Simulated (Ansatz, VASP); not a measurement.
**Sn, level by level in two programs**

```
CELL_PARAMETERS angstrom
-1.89465 1.89465 1.89465
1.89465 -1.89465 1.89465
1.89465 1.89465 -1.89465
ATOMIC_POSITIONS crystal
Sn 0.00000 0.00000 0.00000
```

This isn't the form of Sn at room conditions, which is tetragonal (white tin).

Single points on this cell with VASP 6.6.1 and Ansatz 0.2.0. Each row is one pair of runs. Alike in all rows: spin: off; VASP's potentials, cutoff: VASP PAW PBE potentials, release 64 (Sn_d), 520 eV.

| level | k mesh | smearing | Ansatz's potentials, cutoff | gap on the k mesh at the Fermi level (eV), VASP | gap on the k mesh at the Fermi level (eV), Ansatz | pressure (GPa), VASP | pressure (GPa), Ansatz |
| --- | --- | --- | --- | --- | --- | --- | --- |
| r2SCAN | 10 × 10 × 10 | fermi-dirac, width 0.05 eV | Ansatz PAW, 500 eV | none | none | -0.8 | -0.8 |
| PBEsol | 8 × 8 × 8 | fermi-dirac, width 0.05 eV | Ansatz PAW, 420 eV | none | none | -1.7 | -1.7 |
| PBE | 10 × 10 × 10 | gaussian, width 0.016 eV | Ansatz PAW, 420 eV | none | none | 0.6 | 0.7 |
| PBE | 10 × 10 × 10 | gaussian, width 0.017 eV | Ansatz PAW, 420 eV | none | none | 0.7 | 0.7 |
| PBE | 10 × 10 × 10 | gaussian, width 0.018 eV | Ansatz PAW, 420 eV | none | none | 0.6 | 0.7 |
| PBE | 10 × 10 × 10 | gaussian, width 0.019 eV | Ansatz PAW, 420 eV | none | none | 0.6 | 0.7 |
| PBE | 10 × 10 × 10 | gaussian, width 0.021 eV | Ansatz PAW, 420 eV | none | none | 0.6 | 0.6 |
| PBE | 10 × 10 × 10 | gaussian, width 0.022 eV | Ansatz PAW, 420 eV | none | none | 0.6 | 0.6 |

Pressure (GPa): the two programs differ by at most 0.06.

A gap of «none» marks a metal or a gap that the smearing closes.

Caveats: the PAW data sets were made with another functional, which shifts forces and pressure a little (VASP); the PAW data sets come from PBE, with cores solved anew for the run's functional, which leaves a small shift of forces and pressure (Ansatz).
